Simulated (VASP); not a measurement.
Here is a VASP 6.6.1 calculation.

Contents of INCAR:

```
SYSTEM = Si
  PREC = Accurate
  ENCUT = 350
  EDIFF = 1E-7
  ISMEAR = 0
  SIGMA = 0.02
  LREAL = .False.
  LASPH = .True.
  NELM = 100
  ALGO = Normal
  ISIF = 2
  LWAVE = .False.
  LCHARG = .False.
```

Contents of KPOINTS:

```
regular mesh
0
Gamma
  6 6 6
  0 0 0
```

POSCAR

```
Si                                      
1.0
    0.0000000000      2.7017505687      2.7017505687
    2.7017505687      0.0000000000      2.7017505687
    2.7017505687      2.7017505687      0.0000000000
  Si            
     2
Direct
     0.7500000000000000    0.7500000000000000    0.7500000000000000
     0.5000000000000000    0.5000000000000000    0.5000000000000000
```

The input KPOINTS_OPT:

```
path GXWKGLUWLK,UX
15
line-mode
reciprocal
 0.0000000000  0.0000000000  0.0000000000  G
 0.5000000000  0.0000000000  0.5000000000  X

 0.5000000000  0.0000000000  0.5000000000  X
 0.5000000000  0.2500000000  0.7500000000  W

 0.5000000000  0.2500000000  0.7500000000  W
 0.3750000000  0.3750000000  0.7500000000  K

 0.3750000000  0.3750000000  0.7500000000  K
 0.0000000000  0.0000000000  0.0000000000  G

 0.0000000000  0.0000000000  0.0000000000  G
 0.5000000000  0.5000000000  0.5000000000  L

 0.5000000000  0.5000000000  0.5000000000  L
 0.6250000000  0.2500000000  0.6250000000  U

 0.6250000000  0.2500000000  0.6250000000  U
 0.5000000000  0.2500000000  0.7500000000  W

 0.5000000000  0.2500000000  0.7500000000  W
 0.5000000000  0.5000000000  0.5000000000  L

 0.5000000000  0.5000000000  0.5000000000  L
 0.3750000000  0.3750000000  0.7500000000  K

 0.6250000000  0.2500000000  0.6250000000  U
 0.5000000000  0.0000000000  0.5000000000  X
```

Potentials or basis: VASP PAW LDA potentials, release 64 (Si).

The run is started by

```console
$ cat potpaw_LDA.64/Si/POTCAR > POTCAR
$ mpirun -np 1 vasp_std > vasp.out
```

Task: What does it give for the band gap along the path?

Result: 0.44 eV, indirect (least direct gap 2.53 eV).

Task: Estimate the pressure.

Result: 0.0 GPa.

Task: Predict the band gap on the k mesh.

Result: 0.57 eV, indirect (least direct gap 2.53 eV).

Levels at the corners of the path, in eV from the valence-band top:
| point | band 1 | band 2 | band 3 | band 4 | band 5 | band 6 | band 7 | band 8 |
| --- | --- | --- | --- | --- | --- | --- | --- | --- |
| Γ | -12.06 | 0.00 | 0.00 | 0.00 | 2.53 | 2.53 | 2.53 | 3.38 |
| X | -7.86 | -7.86 | -2.90 | -2.90 | 0.57 | 0.57 | 10.11 | 10.11 |
| X | -7.86 | -7.86 | -2.90 | -2.90 | 0.57 | 0.57 | 10.11 | 10.11 |
| W | -7.69 | -7.69 | -3.95 | -3.95 | 4.18 | 4.18 | 4.98 | 4.98 |
| W | -7.69 | -7.69 | -3.95 | -3.95 | 4.18 | 4.18 | 4.98 | 4.98 |
| K | -8.27 | -7.27 | -4.41 | -2.46 | 1.08 | 4.05 | 7.46 | 7.99 |
| K | -8.27 | -7.27 | -4.41 | -2.46 | 1.08 | 4.05 | 7.46 | 8.02 |
| Γ | -12.06 | 0.00 | 0.00 | 0.00 | 2.53 | 2.53 | 2.53 | 3.38 |
| Γ | -12.06 | 0.00 | 0.00 | 0.00 | 2.53 | 2.53 | 2.53 | 3.38 |
| L | -9.69 | -7.07 | -1.21 | -1.21 | 1.48 | 3.28 | 3.28 | 7.53 |
| L | -9.69 | -7.07 | -1.21 | -1.21 | 1.48 | 3.28 | 3.28 | 7.53 |
| U | -8.27 | -7.27 | -4.41 | -2.46 | 1.08 | 4.05 | 7.46 | 7.99 |
| U | -8.27 | -7.27 | -4.41 | -2.46 | 1.08 | 4.05 | 7.46 | 7.99 |
| W | -7.69 | -7.69 | -3.95 | -3.95 | 4.18 | 4.18 | 4.98 | 4.98 |
| W | -7.69 | -7.69 | -3.95 | -3.95 | 4.18 | 4.18 | 4.98 | 4.98 |
| L | -9.69 | -7.07 | -1.21 | -1.21 | 1.48 | 3.28 | 3.28 | 7.53 |
| L | -9.69 | -7.07 | -1.21 | -1.21 | 1.48 | 3.28 | 3.28 | 7.53 |
| K | -8.27 | -7.27 | -4.41 | -2.46 | 1.08 | 4.05 | 7.46 | 7.99 |
| U | -8.27 | -7.27 | -4.41 | -2.46 | 1.08 | 4.05 | 7.46 | 7.99 |
| X | -7.86 | -7.86 | -2.90 | -2.90 | 0.57 | 0.57 | 10.11 | 10.11 |

Caveat: the mesh misses the band edges, which the band path finds closer together. Expect the measured gap to be larger: semilocal functionals such as LDA lack the derivative discontinuity.
